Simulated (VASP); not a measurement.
# Nb (Im-3m) in VASP: further runs, part 2 of 2

VASP 6.6.1. The steps go on from the part before.

### 4 Relaxation of cell and atoms, AM05

This run uses another cell than the first one, of 17.41 Å³/atom, 0.968 times its volume.

INCAR reads:

```
SYSTEM = Nb
PREC = Accurate
ENCUT = 600
EDIFF = 1E-7
ISMEAR = 1
SIGMA = 0.1
LREAL = .False.
LASPH = .True.
NELM = 80
ALGO = Normal
ISIF = 3
LWAVE = .False.
LCHARG = .False.
GGA = AM
IBRION = 2
NSW = 90
EDIFFG = -0.005
```

KPOINTS reads:

```
Automatic mesh
0
Gamma
  16 16 16
  0 0 0
```

POSCAR reads:

```
Nb                                      
1.0
   -1.6326712214      1.6326712214      1.6326712214
    1.6326712214     -1.6326712214      1.6326712214
    1.6326712214      1.6326712214     -1.6326712214
  Nb            
     1
Direct
     0.0000000000000000    0.0000000000000000    1.0000000000000000
```

Potentials or basis: VASP PAW PBE potentials, release 64 (Nb_sv).

Launch:

```sh
$ cat potpaw_PBE.64/Nb_sv/POTCAR > POTCAR
$ mpirun -np 1 vasp_std > vasp.out
```

OUTCAR:

```text
SYSTEM = Nb
   PREC = Accurate
   ENCUT = 600
   EDIFF = 1E-7
   ISMEAR = 1
   LREAL = .False.
   LASPH = .True.
   NELM = 80
   ISIF = 3
   GGA = AM
   IBRION = 2
   NSW = 90
   EDIFFG = -0.005

 ion  position               nearest neighbor table
   1  0.000  0.000  0.000-

  LATTYP: Found a body centered cubic cell.
 ALAT       =     3.2653424428

  Lattice vectors:

 A1 = (  -1.6326712214,   1.6326712214,   1.6326712214)
 A2 = (   1.6326712214,  -1.6326712214,   1.6326712214)
 A3 = (   1.6326712214,   1.6326712214,  -1.6326712214)

Analysis of symmetry for initial positions (statically):
=====================================================================
 Subroutine PRICEL returns:
 Original cell was already a primitive cell.

 Routine SETGRP: Setting up the symmetry group for a
 body centered cubic supercell.

 Subroutine GETGRP returns: Found 48 space group operations
 (whereof 48 operations were pure point group operations)
 out of a pool of 48 trial point group operations.

The static configuration has the point symmetry O_h .

Analysis of symmetry for dynamics (positions and initial velocities):
=====================================================================
 Subroutine PRICEL returns:
 Original cell was already a primitive cell.

 Routine SETGRP: Setting up the symmetry group for a
 body centered cubic supercell.

 Subroutine GETGRP returns: Found 48 space group operations
 (whereof 48 operations were pure point group operations)
 out of a pool of 48 trial point group operations.

The dynamic configuration has the point symmetry O_h .

 Subroutine INISYM returns: Found 48 space group operations
 (whereof 48 operations are pure point group operations),
 and found     1 'primitive' translations

----------------------------------------------------------------------------------------

                                     Primitive cell
[... 122 lines left out ...]
 Methfessel and Paxton  Order N= 1 SIGMA  =   0.10
  energy-cutoff  :      600.00
  volume of cell :       17.41
 maximum number of plane-waves:       603
   NGX = 11   NGY = 11   NGZ = 11

--------------------------------------- Ionic step        1  -------------------------------------------

 number of electron      13.0000001 magnetization

 Free energy of the ion-electron system (eV)
  ---------------------------------------------------
  ext. energy  EPLUGINS =         0.00000000
  ---------------------------------------------------
  free energy    TOTEN  =       -10.71193664 eV

  energy without entropy =      -10.71151192  energy(sigma->0) =      -10.71179507

------------------------ aborting loop because EDIFF is reached ----------------------------------------

  FORCE on cell =-STRESS in cart. coord.  units (eV):
  Direction    XX          YY          ZZ          XY          YZ          ZX
  --------------------------------------------------------------------------------------
  -------------------------------------------------------------------------------------
  Total       -0.0061860     -0.0061860     -0.0061860      0.0000000      0.0000000      0.0000000
  in kB       -0.5693337     -0.5693337     -0.5693337      0.0000000      0.0000000      0.0000000
  external PRESSURE =      -0.5693337 kB  Pullay stress =       0.0000000 kB
[... 57 lines left out ...]
--------------------------------------- Ionic step        3  -------------------------------------------

 number of electron      13.0000001 magnetization

 Free energy of the ion-electron system (eV)
  ---------------------------------------------------
  ext. energy  EPLUGINS =         0.00000000
  ---------------------------------------------------
  free energy    TOTEN  =       -10.71193783 eV

  energy without entropy =      -10.71152059  energy(sigma->0) =      -10.71179875

 E-fermi :  11.5325     XC(G=0): -12.8017

 val. band max:       11.5267886067   @ k =   0.1250   0.0625   0.0000
 cond. band min:      11.5382909382   @ k =   0.1875   0.0000   0.0000
 fundamental gap:      0.0115023315
 Fermi energy:        11.5324984436

 k-point     1 :       0.0000    0.0000    0.0000
  band No.  band energies     occupation
      1     -42.6729      2.00000
      2     -17.9316      2.00000
      3     -17.9316      2.00000
      4     -17.9316      2.00000
      5       5.4795      2.00000
      6      11.9003     -0.00000
      7      11.9003     -0.00000
      8      11.9003     -0.00000
      9      14.9139      0.00000
     10      14.9139      0.00000
[... 287 lines left out ...]
 k-point    24 :       0.2500    0.1875    0.0000
  band No.  band energies     occupation
      1     -42.4221      2.00000
      2     -19.1258      2.00000
      3     -18.4243      2.00000
      4     -18.0643      2.00000
      5       8.7234      2.00000
      6      10.1630      2.00000
      7      11.1067      2.00000
      8      14.3267      0.00000
      9      15.7529      0.00000
     10      17.7231      0.00000

 [... further k-points ...]
[... 5 lines left out ...]
  --------------------------------------------------------------------------------------
  -------------------------------------------------------------------------------------
  Total        0.0003917      0.0003917      0.0003917      0.0000000      0.0000000      0.0000000
  in kB        0.0360648      0.0360648      0.0360648      0.0000000      0.0000000      0.0000000
  external PRESSURE =       0.0360648 kB  Pullay stress =       0.0000000 kB
[... 16 lines left out ...]
  FREE ENERGIE OF THE ION-ELECTRON SYSTEM (eV)
  ---------------------------------------------------
  free  energy   TOTEN  =       -10.7119378321 eV

  energy  without entropy=      -10.7115205864  energy(sigma->0) =      -10.71179875

 reached required accuracy - stopping structural energy minimisation
```

OSZICAR:

```text
N       E                     dE             d eps       ncg     rms          rms(c)
DAV:   1     0.129286961364E+03    0.12929E+03   -0.81669E+03  2900   0.146E+03
DAV:   2    -0.518262758476E+01   -0.13447E+03   -0.13124E+03  3040   0.475E+02
DAV:   3    -0.108190521934E+02   -0.56364E+01   -0.53957E+01  4350   0.848E+01
[... 24 lines left out ...]
DAV:   3    -0.107119372327E+02    0.38191E-05   -0.31914E-05  4484   0.645E-02    0.849E-03
DAV:   4    -0.107119377942E+02   -0.56145E-06   -0.98715E-07  3472   0.111E-02    0.481E-03
DAV:   5    -0.107119380476E+02   -0.25341E-06   -0.26746E-06  4744   0.117E-02    0.200E-03
DAV:   6    -0.107119379255E+02    0.12203E-06   -0.46510E-08  1738   0.304E-03    0.787E-04
DAV:   7    -0.107119378321E+02    0.93429E-07   -0.15203E-08  1522   0.211E-03
   3 F= -.10711938E+02 E0= -.10711799E+02  d E =-.119030E-05
```

Wall time 23 s (1 thread of Intel Xeon 6975P-C (Granite Rapids), shared host); peak memory 0.17 GiB.

What came out:

```yaml
Free_energy: -10.7119 eV
Relaxed_volume: 17.40 Å³/atom
Relaxed_cell: a = 2.828 Å, b = 2.828 Å, c = 2.828 Å, α = 109.47°, β = 109.47°, γ = 109.47°
Space_group_after_relaxing_to_0.05_Å: Im-3m (No. 229)
Energy_gained_by_relaxing: 0.0 meV/atom
Ionic_steps: 3
Pressure_after_relaxing: 0.0 GPa
Band_gap_on_the_k_mesh: none (metal or under the smearing width)
```

Final structure:
```
Nb
1.0
    -1.63248    1.63248    1.63248
     1.63248   -1.63248    1.63248
     1.63248    1.63248   -1.63248
Nb
1
Direct
  0.00000 0.00000 0.00000
```

Caveat: the PAW data sets were made with another functional, which shifts forces and pressure a little.

### 5 Relaxation of cell and atoms, PBE

This run uses another cell than the first one, of 18.43 Å³/atom, 1.025 times its volume.

INCAR reads:

```
SYSTEM = Nb
ALGO = Normal
EDIFF = 1E-6
EDIFFG = -0.01
ENCUT = 300
GGA = PE
IBRION = 2
ISIF = 3
ISMEAR = 1
LASPH = .TRUE.
LCHARG = .FALSE.
LREAL = .FALSE.
LWAVE = .FALSE.
NELM = 80
NSW = 90
PREC = Accurate
SIGMA = 0.1
```

KPOINTS reads:

```
k-points
0
G
  8 8 8
  0 0 0
```

POSCAR reads:

```
Nb
1.0
   -1.6639500000      1.6639500000      1.6639500000
    1.6639500000     -1.6639500000      1.6639500000
    1.6639500000      1.6639500000     -1.6639500000
Nb
1
Direct
    0.0000000000      0.0000000000      0.0000000000
```

Potentials or basis: VASP PAW PBE potentials, release 64 (Nb_pv).

Launch:

```sh
$ cat potpaw_PBE.64/Nb_pv/POTCAR > POTCAR
$ mpirun -np 1 vasp_std > vasp.out
```

OUTCAR:

```text
SYSTEM = Nb
   EDIFF = 1E-6
   EDIFFG = -0.01
   ENCUT = 300
   GGA = PE
   IBRION = 2
   ISIF = 3
   ISMEAR = 1
   LASPH = .TRUE.
   LREAL = .FALSE.
   NELM = 80
   NSW = 90
   PREC = Accurate

 ion  position               nearest neighbor table
   1  0.000  0.000  0.000-

  LATTYP: Found a body centered cubic cell.
 ALAT       =     3.3279000000

  Lattice vectors:

 A1 = (  -1.6639500000,   1.6639500000,   1.6639500000)
 A2 = (   1.6639500000,  -1.6639500000,   1.6639500000)
 A3 = (   1.6639500000,   1.6639500000,  -1.6639500000)

Analysis of symmetry for initial positions (statically):
=====================================================================
 Subroutine PRICEL returns:
 Original cell was already a primitive cell.

 Routine SETGRP: Setting up the symmetry group for a
 body centered cubic supercell.

 Subroutine GETGRP returns: Found 48 space group operations
 (whereof 48 operations were pure point group operations)
 out of a pool of 48 trial point group operations.

The static configuration has the point symmetry O_h .

Analysis of symmetry for dynamics (positions and initial velocities):
=====================================================================
 Subroutine PRICEL returns:
 Original cell was already a primitive cell.

 Routine SETGRP: Setting up the symmetry group for a
 body centered cubic supercell.

 Subroutine GETGRP returns: Found 48 space group operations
 (whereof 48 operations were pure point group operations)
 out of a pool of 48 trial point group operations.

The dynamic configuration has the point symmetry O_h .

 Subroutine INISYM returns: Found 48 space group operations
 (whereof 48 operations are pure point group operations),
 and found     1 'primitive' translations

----------------------------------------------------------------------------------------

[... 121 lines left out ...]
 conjugate gradient relaxation of ions
 non-spin polarized calculation
 Methfessel and Paxton  Order N= 1 SIGMA  =   0.10
  energy-cutoff  :      300.00
  volume of cell :       18.43
 maximum number of plane-waves:       236
   NGX =  9   NGY =  9   NGZ =  9

--------------------------------------- Ionic step        1  -------------------------------------------

 number of electron      11.0000001 magnetization

 Free energy of the ion-electron system (eV)
  ---------------------------------------------------
  ext. energy  EPLUGINS =         0.00000000
  ---------------------------------------------------
  free energy    TOTEN  =       -10.11020708 eV

  energy without entropy =      -10.11032274  energy(sigma->0) =      -10.11024563

------------------------ aborting loop because EDIFF is reached ----------------------------------------

  FORCE on cell =-STRESS in cart. coord.  units (eV):
  Direction    XX          YY          ZZ          XY          YZ          ZX
  --------------------------------------------------------------------------------------
  -------------------------------------------------------------------------------------
  Total       -0.1465596     -0.1465596     -0.1465596      0.0000000      0.0000000     -0.0000000
  in kB      -12.7421919    -12.7421919    -12.7421919      0.0000000      0.0000000     -0.0000000
  external PRESSURE =     -12.7421919 kB  Pullay stress =       0.0000000 kB
[... 57 lines left out ...]
--------------------------------------- Ionic step        3  -------------------------------------------

 number of electron      10.9999996 magnetization

 Free energy of the ion-electron system (eV)
  ---------------------------------------------------
  ext. energy  EPLUGINS =         0.00000000
  ---------------------------------------------------
  free energy    TOTEN  =       -10.11071994 eV

  energy without entropy =      -10.11080542  energy(sigma->0) =      -10.11074843

 E-fermi :   4.6959     XC(G=0): -12.3604

 val. band max:        4.6549387145   @ k =  -0.2500   0.2500   0.1250
 cond. band min:       4.7578651981   @ k =   0.2500   0.0000   0.0000
 fundamental gap:      0.1029264836
 Fermi energy:         4.6958945063

 k-point     1 :       0.0000    0.0000    0.0000
  band No.  band energies     occupation
      1     -24.9383      2.00000
      2     -24.9383      2.00000
      3     -24.9383      2.00000
      4      -1.0541      2.00000
      5       5.1860     -0.00000
      6       5.1860     -0.00000
      7       5.1860     -0.00000
      8       8.0401      0.00000
      9       8.0401      0.00000
[... 265 lines left out ...]
 k-point    24 :      -0.3750    0.3750    0.2500
  band No.  band energies     occupation
      1     -25.8926      2.00000
      2     -25.5244      2.00000
      3     -25.4107      2.00000
      4       2.5146      2.00000
      5       3.0270      2.00000
      6       5.8108     -0.00000
      7       6.5622     -0.00000
      8       9.2460      0.00000
      9      10.6004      0.00000

 [... further k-points ...]
[... 5 lines left out ...]
  --------------------------------------------------------------------------------------
  -------------------------------------------------------------------------------------
  Total        0.0013674      0.0013674      0.0013674     -0.0000000      0.0000000      0.0000000
  in kB        0.1197188      0.1197188      0.1197188     -0.0000000      0.0000000      0.0000000
  external PRESSURE =       0.1197188 kB  Pullay stress =       0.0000000 kB
[... 16 lines left out ...]
  FREE ENERGIE OF THE ION-ELECTRON SYSTEM (eV)
  ---------------------------------------------------
  free  energy   TOTEN  =       -10.1107199393 eV

  energy  without entropy=      -10.1108054183  energy(sigma->0) =      -10.11074843

 reached required accuracy - stopping structural energy minimisation
```

Wall time 4 s (1 thread of AMD EPYC 9R45 (Zen 5), shared host); peak memory 0.08 GiB.

Results:

```yaml
Free_energy: -10.1107 eV
Relaxed_volume: 18.30 Å³/atom
Relaxed_cell: a = 2.875 Å, b = 2.875 Å, c = 2.875 Å, α = 109.47°, β = 109.47°, γ = 109.47°
Space_group_after_relaxing_to_0.05_Å: Im-3m (No. 229)
Energy_gained_by_relaxing: 0.5 meV/atom
Ionic_steps: 3
Pressure_after_relaxing: 0.0 GPa
Band_gap_on_the_k_mesh: none (metal or under the smearing width)
```

Step by step:
| step | energy change (eV) | largest force (eV/Å) | pressure (GPa) | volume (Å³) |
| --- | --- | --- | --- | --- |
| 1 | 0.0000 | 0.0000 | -1.27 | 18.43 |
| 2 | 0.0016 | 0.0000 | 2.65 | 18.04 |
| 3 | -0.0005 | 0.0000 | 0.01 | 18.30 |

Final structure:
```cif
data_structure
_symmetry_space_group_name_H-M 'P 1'
_symmetry_Int_Tables_number 1
_cell_length_a 2.8753
_cell_length_b 2.8753
_cell_length_c 2.8753
_cell_angle_alpha 109.471
_cell_angle_beta 109.471
_cell_angle_gamma 109.471
_cell_volume 18.30
loop_
_atom_site_label
_atom_site_type_symbol
_atom_site_fract_x
_atom_site_fract_y
_atom_site_fract_z
_atom_site_occupancy
Nb1 Nb 0.00000 0.00000 0.00000 1
```

Levels at points of the mesh, in eV from the Fermi level:
| k point | band 3 | band 4 | band 5 | band 6 | band 7 | band 8 |
| --- | --- | --- | --- | --- | --- | --- |
| (0.00, 0.00, 0.00) | -29.63 | -5.75 | 0.49 | 0.49 | 0.49 | 3.34 |
| (0.50, 0.00, 0.00) | -29.65 | -3.51 | -1.48 | 2.39 | 3.37 | 4.03 |
| (0.50, 0.50, 0.50) | -30.51 | -3.49 | -3.49 | 5.60 | 5.60 | 5.60 |

### 6 The runs side by side

```csv
level,potentials or basis,k mesh,cutoff (eV),gap on the mesh (eV),pressure (GPa),relaxed volume (Å³/atom)
r2SCAN,"VASP PAW PBE potentials, release 64 (Nb_sv)",16 × 16 × 16,600,none,0.0,17.98
AM05,"VASP PAW PBE potentials, release 64 (Nb_sv)",16 × 16 × 16,600,none,0.0,17.40
PBE,"VASP PAW PBE potentials, release 64 (Nb_pv)",8 × 8 × 8,300,none,0.0,18.30
```

Alike in all rows: task relaxation of cell and atoms; no spin polarisation; cell relaxed; smearing methfessel-paxton 0.1 eV.

Caveats: the PAW data sets were made with another functional, which shifts forces and pressure a little (some runs).

Absolute energies hang on the potentials; compare differences alone.
